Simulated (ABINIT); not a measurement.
# CeH2 (Fm-3m) in ABINIT: optical spectrum with LDA

Aim: the optical spectrum of CeH2 with LDA.

All numbers are computed with ABINIT 10.8.3 (patched build); they aren't measurements. Logs are shortened: lines on timing, memory, paths and dates and some standing lists are left out, and cuts for length are marked. The log counts tension as positive stress, the text compression.

## 1. The cell of the first run

It takes space group Fm-3m (No. 225, cubic). The conventional cell has a = 5.514 Å, b = 5.514 Å, c = 5.514 Å, α = 90.00°, β = 90.00°, γ = 90.00°. Ce (site symmetry m-3m) is surrounded by 8 H at 2.39 Å. H (site symmetry -43m) is surrounded by 4 Ce at 2.39 Å.

## 2. Optical spectrum, LDA, collinear spin, ferromagnetic start (volume scaled by 0.96)

run.abi

```
ndtset 3

pp_dirpath "./"
pseudos "Ce_sc.hgh, H.hgh"

acell 3.8993051297 3.8993051297 3.8993051297 Angstrom
rprim
     0.0000000000     0.7071067812     0.7071067812
     0.7071067812     0.0000000000     0.7071067812
     0.7071067812     0.7071067812     0.0000000000
ntypat 2
znucl 58 1
natom 3
typat 1 2 2
chkprim 0
chksymtnons 0
tolsym 1.0e-6
xred
            0.0            0.0            0.0
            3/4            3/4            3/4
            1/4            1/4            1/4

ecut 40.0

ngkpt 6 6 6
nshiftk 4
shiftk
     0.5000000000     0.5000000000     0.5000000000
     0.5000000000     0.0000000000     0.0000000000
     0.0000000000     0.5000000000     0.0000000000
     0.0000000000     0.0000000000     0.5000000000
istwfk *1

ixc 7

occopt 3
tsmear 0.05 eV

nsppol 2
spinat
     0.0000000000     0.0000000000     1.0000000000
     0.0000000000     0.0000000000     0.0000000000
     0.0000000000     0.0000000000     0.0000000000

nstep 80
diemix 0.5
npulayit 2
nnsclo 2

iomode 3
prteig 0
prtebands 0

nband1 15
tolvrs1 1.0e-12
prtden1 1
prtwf1 0
kptopt1 1

iscf2 -3
getden2 1
nband2 19
nbdbuf2 4
tolwfr2 1.0e-12
nstep2 120
prtden2 0
kptopt2 1

optdriver3 8
wfk_task3 "wfk_optics_fullbz"
getwfk3 2
nband3 15
kptopt3 1
prtevk3 1
inclvkb3 2
```

optic.abi

```
&FILES
 ddkfile_1 = 'runo_DS3_1_EVK.nc',
 ddkfile_2 = 'runo_DS3_2_EVK.nc',
 ddkfile_3 = 'runo_DS3_3_EVK.nc',
 wfkfile = 'runo_DS3_WFK.nc'
/
&PARAMETERS
 broadening = 0.007350,
 domega = 0.002,
 maxomega = 0.8,
 scissor = 0.000000,
 tolerance = 0.002
/
&COMPUTATIONS
 num_lin_comp = 1,
 lin_comp = 11,
 num_nonlin_comp = 0
/
```

Potentials or basis: HGH LDA semicore.

Started as:

```console
$ abinit run.abi > log 2>&1
$ optic optic.abi > optic.log 2>&1
```

run.abo:

```text
.Version 10.8.3 of ABINIT
 DATASET    1 : space group Fm -3 m (#225); Bravais cF (face-center cubic)
================================================================================
 Values of the parameters that define the memory need for DATASET  1.
     intxc =       0    ionmov =       0      iscf =       7    lmnmax =       6
     lnmax =       6     mgfft =      45  mpssoang =       4    mqgrid =    3001
     natom =       3  nloc_mem =       1    nspden =       2   nspinor =       1
    nsppol =       2      nsym =      48    n1xccc =       0    ntypat =       2
    occopt =       3   xclevel =       1
       mpw =        3449          nfft =       91125          nkpt =          28
================================================================================
================================================================================
[... 13 lines left out ...]
 DATASET    3 : space group Fm -3 m (#225); Bravais cF (face-center cubic)
================================================================================
 Values of the parameters that define the memory need for DATASET  3.
     intxc =       0    ionmov =       0      iscf =       7    lmnmax =       6
     lnmax =       6     mgfft =      45  mpssoang =       4    mqgrid =    3001
     natom =       3  nloc_mem =       1    nspden =       2   nspinor =       1
    nsppol =       2      nsym =      48    n1xccc =       0    ntypat =       2
    occopt =       3   xclevel =       1
       mpw =        3449          nfft =       91125          nkpt =          28
================================================================================
================================================================================

--------------------------------------------------------------------------------
------------- Echo of variables that govern the present computation ------------
--------------------------------------------------------------------------------
 -outvars: echo values of preprocessed input variables --------
            acell      7.3686187765E+00  7.3686187765E+00  7.3686187765E+00 Bohr
              amu      1.40115000E+02  1.00794000E+00
          chkprim           0
      chksymtnons           0
           diemix      5.00000000E-01
             ecut      4.00000000E+01 Hartree
           getden1          0
           getden2          1
           getden3          0
           getwfk1          0
           getwfk2          0
           getwfk3          2
             iscf1          7
             iscf2         -3
             iscf3          7
              ixc           7
           jdtset        1    2    3
         kptrlatt        6   -6    6     -6    6    6     -6   -6    6
          kptrlen      6.25248037E+01
            natom           3
            nband1         15
            nband2         19
            nband3         15
           nbdbuf1          0
           nbdbuf2          4
           nbdbuf3          0
           ndtset           3
[... 416 lines left out ...]
   1.00000    1.00000    1.00000    1.00000    1.00000    1.00000    0.45132    0.32919
   0.00025    0.00012    0.00000    0.00000    0.00000    0.00000    0.00000    0.00000
   0.00000    0.00000    0.00000
 prteigrs : prtvol=0 or 1, do not print more k-points.

--- !EnergyTerms
iteration_state     : {dtset: 2, }
comment             : Components of total free energy in Hartree
kinetic             :  1.24936195151989E+01
hartree             :  4.93242904223749E+00
xc                  : -5.61255716606041E+00
Ewald energy        : -3.40694674879505E+01
psp_core            :  3.04310774369040E+00
local_psp           : -1.78263875094635E+01
non_local_psp       : -2.78986940107775E+00
internal            : -3.98291252634254E+01
'-kT*entropy'       : -6.12517694652845E-04
total_energy        : -3.98297377811201E+01
...

--- !EnergyTermsDC
iteration_state     : {dtset: 2, }
comment             : '"Double-counting" decomposition of free energy'
band_energy         : -5.59709306927485E+00
Ewald energy        : -3.40694674879505E+01
psp_core            :  3.04310774369040E+00
xc_dc               : -3.20567231013146E+00
internal            : -3.98291251236665E+01
'-kT*entropy'       : -6.12517694652845E-04
total_energy_dc     : -3.98297376413611E+01
...

================================================================================
== DATASET  3 ==================================================================

--- !DatasetInfo
iteration_state: {dtset: 3, }
dimensions: {natom: 3, nkpt: 28, mband: 15, nsppol: 2, nspinor: 1, nspden: 2, mpw: 3449, }
cutoff_energies: {ecut:  40.0, pawecutdg:  -1.0, }
electrons: {nelect:   1.40000000E+01, charge:   0.00000000E+00, occopt:   3.00000000E+00, tsmear:   1.83746611E-03, }
meta: {optdriver: 8, wfk_task: 7, }
...

 mkfilename : getwfk/=0, take file _WFK from output of DATASET   2.

 Exchange-correlation functional for the present dataset will be:
  LDA: Perdew-Wang 92 LSD fit to Ceperley-Alder data - ixc=7
  J.P.Perdew and Y.Wang, PRB 45, 13244 (1992)

--------------------------------------------------------------------------------

 Computation of velocity matrix elements (DDK)

 Parameters extracted from the Abinit header:
    ecut:     40.0
    nkpt:    864
    mband:   19
    nsppol:  2
    nspinor: 1
    useylm:  0
    inclvkb: 2
    bmin: 1, bmax: 19
    Computing diagonal and off-diagonal matrix elements
    Between band index bmin: 1, bmax: 19

== END DATASET(S) ==============================================================
================================================================================

 -outvars: echo values of variables after computation  --------
            acell      7.3686187765E+00  7.3686187765E+00  7.3686187765E+00 Bohr
           etotal1    -3.9829737641E+01
           etotal2    -3.9829737641E+01
           etotal3     0.0000000000E+00
            fcart1    -0.0000000000E+00 -0.0000000000E+00 -0.0000000000E+00
                      -0.0000000000E+00 -0.0000000000E+00 -0.0000000000E+00
                      -0.0000000000E+00 -0.0000000000E+00 -0.0000000000E+00
            fcart3     0.0000000000E+00  0.0000000000E+00  0.0000000000E+00
                       0.0000000000E+00  0.0000000000E+00  0.0000000000E+00
                       0.0000000000E+00  0.0000000000E+00  0.0000000000E+00
            rprim      0.0000000000E+00  7.0710678120E-01  7.0710678120E-01
                       7.0710678120E-01  0.0000000000E+00  7.0710678120E-01
                       7.0710678120E-01  7.0710678120E-01  0.0000000000E+00
           strten1     9.4184108138E-04  9.4184108138E-04  9.4184108138E-04
                       0.0000000000E+00  0.0000000000E+00  0.0000000000E+00
           strten3     0.0000000000E+00  0.0000000000E+00  0.0000000000E+00
                       0.0000000000E+00  0.0000000000E+00  0.0000000000E+00
           xangst      0.0000000000E+00  0.0000000000E+00  0.0000000000E+00
                       4.1358376488E+00  4.1358376488E+00  4.1358376488E+00
                       1.3786125496E+00  1.3786125496E+00  1.3786125496E+00
             xred      0.0000000000E+00  0.0000000000E+00  0.0000000000E+00
                       7.5000000000E-01  7.5000000000E-01  7.5000000000E-01
                       2.5000000000E-01  2.5000000000E-01  2.5000000000E-01
 Calculation completed.
```

It took 13 min on 1 thread of Arm Neoverse V1, shared host; peak memory 1.9 GiB.

Results:

| Item | Value |
| --- | --- |
| Free energy | -1083.8224 eV |
| Pressure | -27.7 GPa |
| Net moment | 0.00 μB per cell |

Dielectric function (mean over the directions given):
```csv
energy (eV),real part,imaginary part
0.33,33.34,26.09
0.98,8.64,17.15
1.63,3.63,13.54
2.29,3.05,7.22
2.94,4.56,6.18
3.70,2.80,6.71
4.35,3.08,6.50
5.01,0.84,6.09
5.66,0.98,5.08
6.31,1.20,5.11
7.08,-0.07,5.94
7.73,-1.70,3.70
8.38,-1.38,2.37
9.03,0.02,2.12
9.69,-1.44,3.44
10.45,-1.16,2.01
11.10,-0.98,1.56
11.76,-0.96,0.96
12.41,-0.73,0.56
13.06,-0.46,0.31
13.82,-0.01,0.11
14.48,0.27,0.07
15.13,0.48,0.06
15.78,0.67,0.06
16.44,0.85,0.06
17.20,1.07,0.06
17.85,1.30,0.08
18.50,1.63,0.14
19.16,2.22,0.46
19.92,1.88,1.89
```

Caveat: the intraband (Drude) term is left out; the magnetic or orbital state may not be the lowest; small starting moments can end in a higher magnetic state in this program; spectra need much finer meshes, so this one isn't converged; independent-particle spectra lack excitons; HGH potentials are hard and often keep d shells in the core, so these values are rough.
